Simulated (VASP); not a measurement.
Input of a VASP 6.6.1 run:

INCAR

```
SYSTEM = HfO2
PREC     = Accurate       ! precision mode
ENCUT    = 600            ! plane-wave cutoff, eV
EDIFF    = 1E-7           ! SCF threshold, eV
ISMEAR   = 0              ! smearing method
SIGMA    = 0.02           ! smearing width, eV
LREAL    = .False.        ! projectors in reciprocal space
LASPH    = .True.         ! aspherical terms in the spheres
NELM     = 100            ! most SCF steps
ALGO     = Normal         ! electronic algorithm
ISIF     = 3              ! what is computed and relaxed
LWAVE    = .False.        ! write WAVECAR
LCHARG   = .False.        ! write CHGCAR
METAGGA  = R2SCAN         ! meta-GGA
LMIXTAU  = .True.       
IBRION   = 2              ! ionic algorithm
NSW      = 90             ! ionic steps
EDIFFG   = -0.005         ! ionic threshold
```

File KPOINTS:

```
regular mesh
0
Gamma
  8 8 8
  0 0 0
```

File POSCAR:

```
HfO2
1.0
    0.0000000000      2.5160796100      2.5160796100
    2.5160796100      0.0000000000      2.5160796100
    2.5160796100      2.5160796100      0.0000000000
Hf O
1 2
Direct
    0.0000000000      0.0000000000      0.0000000000
    0.7500000000      0.7500000000      0.7500000000
    0.2500000000      0.2500000000      0.2500000000
```

Potentials or basis: VASP PAW PBE potentials, release 64 (Hf_pv, O).

Run with:

```bash
$ cat potpaw_PBE.64/Hf_pv/POTCAR potpaw_PBE.64/O/POTCAR > POTCAR
$ mpirun -np 1 vasp_std > vasp.out
```

Task: Predict the band gap on the k mesh.

Result: 4.36 eV, direct.

Final structure:
```
Hf O
1.0
     0.00000    2.51608    2.51608
     2.51608    0.00000    2.51608
     2.51608    2.51608    0.00000
Hf O
1 2
Direct
  0.00000 0.00000 0.00000
  0.75000 0.75000 0.75000
  0.25000 0.25000 0.25000
```

Caveat: the relaxation stopped at its first step, so nothing moved; spin-orbit coupling is left out, which moves the levels of the heavy elements. A k mesh can miss the band edges.
